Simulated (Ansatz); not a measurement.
# SnTe (rocksalt): a single-point run

The task is a single-point run on SnTe (rocksalt). The structure is shown as the input types it.

Computed with Ansatz 0.2.0 (DFT PBE, scalar-relativistic, plane waves, PAW, unless a step's input says otherwise).

## (1) The system as given

The structure is cubic, space group Fm-3m (No. 225). The conventional cell has a = 6.410 Å, b = 6.410 Å, c = 6.410 Å, α = 90.00°, β = 90.00°, γ = 90.00°. Sn (site symmetry m-3m) is surrounded by 6 Te at 3.21 Å. Around Te (site symmetry m-3m) lie 6 Sn at 3.21 Å.

As a file:

```cif
data_structure
_symmetry_space_group_name_H-M 'P 1'
_symmetry_Int_Tables_number 1
_cell_length_a 4.5328
_cell_length_b 4.5328
_cell_length_c 4.5328
_cell_angle_alpha 60.000
_cell_angle_beta 60.000
_cell_angle_gamma 60.000
_cell_volume 65.85
loop_
_atom_site_label
_atom_site_type_symbol
_atom_site_fract_x
_atom_site_fract_y
_atom_site_fract_z
_atom_site_occupancy
Sn1 Sn 0.50000 0.50000 0.50000 1
Te1 Te 0.00000 0.00000 0.00000 1
```

## (2) The calculation

The input, input.yaml:

```yaml
crystal:
  lattice:
    - [0.0, 3.2051414516, 3.2051414516]
    - [3.2051414516, 0.0, 3.2051414516]
    - [3.2051414516, 3.2051414516, 0.0]
  atoms:
    - { symbol: Sn, position: [0.5, 0.5, 0.5] }
    - { symbol: Te, position: [0.0, 0.0, 0.0] }
basis:
  ecutwfc: 420
  ecutrho_ratio: 4
kpoints:
  mp_grid: { grid: [10, 10, 10] }
hamiltonian:
  xc: pbe
scf:
  occupations: { method: fixed }
  max_iter: 100
output:
  forces: true
  stress: true
```

On the command line:

```sh
ansatz run input.yaml --threads 2 --pin off --max-ram 2662MiB --backend cpu --events-out ev --progress --plain --runs-dir out
```

The program printed:

```text
Warning: RAYON_NUM_THREADS=2 ignored (pool sized by the plan → 2); use --threads N
Engine: ansatz 0.2.0, aarch64-unknown-linux-gnu
Pseudopotentials: kind: paw
Pseudopotential: Sn, paw, valence charge 14, recommended cutoff 420 eV (normal), Sn.paw.azcp
Pseudopotential: Te, paw, valence charge 16, recommended cutoff 420 eV (normal), Te.paw.azcp
Functional definition: PBE
  parameter kappa = 0.804
  parameter beta = 0.06672455060314922
  exchange = pbe_x(kappa = kappa, mu = beta*pi^2/3)
  correlation = pbe_c(beta = beta)
Crystal: 2 atoms, lattice volume = 65.852 Å³
Basis set: ecut = 420 eV, 1243 PW (Γ), exchange–correlation on 64×64×64 points (8 copies of the dense FFT grid, shifted against one another)
Bands: 19, of which v1, the nominal top of the filled ones, is band 15 counted from 1 (14 counted from 0)
Symmetry: 48 space group operations
Space group: Fm-3m (ITA 225), of the structure as read, at distance tolerance 4.0e-5 Å
k-points: 47 of 1000
Non-local potential: Sn, projectors of the file, l = 0: 2, l = 1: 2, l = 2: 2, l = 3: 2
Non-local potential: Te, projectors of the file, l = 0: 2, l = 1: 2, l = 2: 2, l = 3: 2
PAW form: soft (Blöchl's): semilocal exchange-correlation on the pseudo side does not see the compensation charge
PAW one-centre angular grid: Sn, 590 points (default); XC on 64 Gauss nodes
PAW one-centre angular grid: Te, 590 points (default); XC on 64 Gauss nodes
Initial density: superposition of atomic densities (neutral atoms: chi_scale 0, normalization atom), corrected by the library's trained network
Initial wavefunctions: pseudopotential atomic-orbital guess
Functional: x = pbe(κ = 0.804, μ = 0.2195149727645171), c = pbe(β = 0.06672455060314922)
SCF iter   1: F=—  HF=-13004.747937 eV  |F-HF|=—  |Δ(HF+E_count)|=         —  Δρ=5.54e-4  dr2=1.42e-4  ethr=1.77e-3  ⟨swp⟩=5.0  Hψ=3772  notcnv=0  defer=78
preconditioner: auto → none  [insulator: Δε(μ)=0.053 eV  Ē_g=8.428 eV  n_scr=14 (ndim 8)  ℏωp=14.5 eV  f_vac=0.013  ε∞_Penn≈3.9]
SCF iter   2: F=—  HF=-13004.746356 eV  |F-HF|=—  |Δ(HF+E_count)|=   1.58e-3  Δρ=4.09e-4  dr2=7.21e-5  ethr=4.75e-7  ⟨swp⟩=3.0  Hψ=2452  notcnv=0  defer=87
SCF iter   3: F=—  HF=-13004.746356 eV  |F-HF|=—  |Δ(HF+E_count)|=   6.08e-7  Δρ=2.21e-4  dr2=1.66e-5  ethr=2.40e-7  ⟨swp⟩=2.4  Hψ=1568  notcnv=0  defer=72
SCF iter   4: F=—  HF=-13004.746387 eV  |F-HF|=—  |Δ(HF+E_count)|=   3.17e-5  Δρ=8.88e-5  dr2=4.72e-6  ethr=5.52e-8  ⟨swp⟩=2.0  Hψ=1612  notcnv=0  defer=92
SCF iter   5: F=—  HF=-13004.746385 eV  |F-HF|=—  |Δ(HF+E_count)|=   2.24e-6  Δρ=5.60e-5  dr2=1.92e-6  ethr=1.57e-8  ⟨swp⟩=2.2  Hψ=1348  notcnv=0  defer=91
SCF iter   6: F=—  HF=-13004.746384 eV  |F-HF|=—  |Δ(HF+E_count)|=   1.35e-6  Δρ=2.01e-5  dr2=2.31e-7  ethr=6.41e-9  ⟨swp⟩=2.0  Hψ=1584  notcnv=0  defer=88
SCF iter   7: F=-13004.746384 eV  HF=-13004.746384 eV  |F-HF|=6.12e-8  |Δ(HF+E_count)|=   1.59e-7  Δρ=8.18e-6  dr2=3.84e-8  ethr=3.33e-10  ⟨swp⟩=4.9  Hψ=3093  notcnv=0
SCF 1 converged in 7 iterations: F = -13004.746384 eV  dr2 = 3.84e-8
SCF converged after 7 iterations
Free energy (F): -13004.746384 eV
Harris-Foulkes:  -13004.746384 eV  (|F-HF|=6.12e-8)
Internal energy: -13004.746384 eV  (E = F + TS)
E sigma→0 (E₀):  -13004.746384 eV
Fermi energy:    8.920813 eV
--- Per-component energies (eV) ---
  E_band       = -372.881891
  E_kinetic    = 364.910815
  E_local      = -2231.514843  (includes V_loc(G=0)·N_el)
  E_nonlocal   = -343.134122
  E_hartree    = 1383.524817
  E_xc         = -507.218229
  E_vxc        = -200.232910  (∫ρ·V_xc dr)
  E_paw        = -8795.378574  (= ΣΔE_a)
  E_vpaw       = -729.946381  (= ΣTr[D̂ρ^β])
  E_aug_tail   = -0.000205  (compensation charges beyond the density's cutoff)
  E_ewald      = -2875.936042
  E_smearing   = -0.000000  (= −TS)
  E_closure    = 0.000000  (closes the sum)
  Σ components = -13004.746384   (vs F -13004.746384, Δ=0.00e0)
--- Forces (eV/Å), atoms counted from 1 ---
  atom   1  Sn     0.00000000     0.00000000    -0.00000000
  atom   2  Te    -0.00000000     0.00000000    -0.00000000
  max |Σ_I F_I| component: 3.00e-29 eV/Å
--- Stress (GPa, compression-positive) ---
        0.009379       0.000000      -0.000000
       -0.000000       0.009379      -0.000000
        0.000000      -0.000000       0.009379
  P = ⅓ Tr σ = 0.0094 GPa (0.094 kbar)
```

It took 1.4 s on 2 threads of Arm Neoverse V2, shared host; peak memory 0.35 GiB.

## (3) Can this be trusted?

The run converged and reported no error. Convergence says nothing about whether the input makes sense.

The suspect setting: scf.occupations.method is fixed; scf.occupations.width is missing. The risk: fixed occupations where they can't hold. The run converged, but that does not make its result sound.

The test: set scf.occupations.method to gaussian and scf.occupations.width to 0.05.

## (4) A check with that setting changed

Other changes include scf.max_iter, output requests.

Edit input.yaml of step 2 so:

```diff
@@ -16,4 +16,3 @@
 scf:
-  occupations: { method: fixed }
-  max_iter: 100
+  occupations: { method: gaussian, width: 0.05 }
 output:
@@ -21 +20,2 @@
   stress: true
+  eigenvalues: true
```

On the command line:

```sh
ansatz run input.yaml --threads 2 --pin off --max-ram 2662MiB --backend cpu --events-out ev --progress --plain --runs-dir out
```

From the output:

```text
[...]
Basis set: ecut = 420 eV, 1243 PW (Γ), exchange–correlation on 64×64×64 points (8 copies of the dense FFT grid, shifted against one another)
[...]
k-points: 47 of 1000
[...]
SCF iter   1: F=—  HF=-13004.748021 eV  |F-HF|=—  |Δ(HF+E_count)|=         —  Δρ=5.41e-4  dr2=1.31e-4  ethr=1.77e-3  ⟨swp⟩=6.3  Hψ=4666  notcnv=0
preconditioner: auto → none  [insulator: Δε(μ)=0.053 eV  Ē_g=8.428 eV  σ=0.050 eV  W_gap=0.55  n_scr=14 (ndim 8)  ℏωp=14.5 eV  f_vac=0.013  D(μ)=0.14/eV (n_scr^D=0)  ε∞_Penn≈3.9]
SCF iter   2: F=—  HF=-13004.746431 eV  |F-HF|=—  |Δ(HF+E_count)|=   1.59e-3  Δρ=4.01e-4  dr2=7.20e-5  ethr=4.37e-7  ⟨swp⟩=3.0  Hψ=2377  notcnv=0
[...]
SCF iter   6: F=—  HF=-13004.746459 eV  |F-HF|=—  |Δ(HF+E_count)|=   1.45e-6  Δρ=2.18e-5  dr2=2.78e-7  ethr=7.00e-9  ⟨swp⟩=2.0  Hψ=1541  notcnv=0
SCF iter   7: F=-13004.746459 eV  HF=-13004.746459 eV  |F-HF|=7.10e-8  |Δ(HF+E_count)|=   1.93e-7  Δρ=8.76e-6  dr2=4.48e-8  ethr=3.33e-10  ⟨swp⟩=5.8  Hψ=3934  notcnv=0
[...]
SCF converged after 7 iterations
Free energy (F): -13004.746459 eV
[...]
E sigma→0 (E₀):  -13004.746373 eV
[...]
Fermi energy:    8.946761 eV
[...]
  P = ⅓ Tr σ = -0.0029 GPa (-0.029 kbar)
[...]
```

It took 1.5 s on 2 threads of Arm Neoverse V2, shared host; peak memory 0.36 GiB.

```csv
run,ending,energy change,pressure (GPa),gap (eV),force (eV/Å),cycles,time
first try,converged,0.0 meV/atom (σ→0),0.0,0.05,0.00,7,1.4 s
second try,converged,0,0.0,0.05,0.00,7,1.5 s
```

## (5) What came out

| quantity | value |
| --- | --- |
| first try | converged, 7 SCF cycles |
| setting under test | occupations.method fixed, width left out |
| second try | converged, 7 SCF cycles |
| energy (zero set by the potentials) | -13004.7465 eV |
| pressure | 0.00 GPa |
| gap on the mesh | 0.05 eV |
| largest force | 0.000 eV/Å |

**Reading.** Both runs end at the same energy: the doubtful setting did not spoil the result here. The gap of the reference lacks spin-orbit coupling, though the cell holds Te.

Real SnTe has a narrow gap, which semilocal functionals close or nearly close; near the undistorted cell a metallic reading is the functional's, not the solid's.
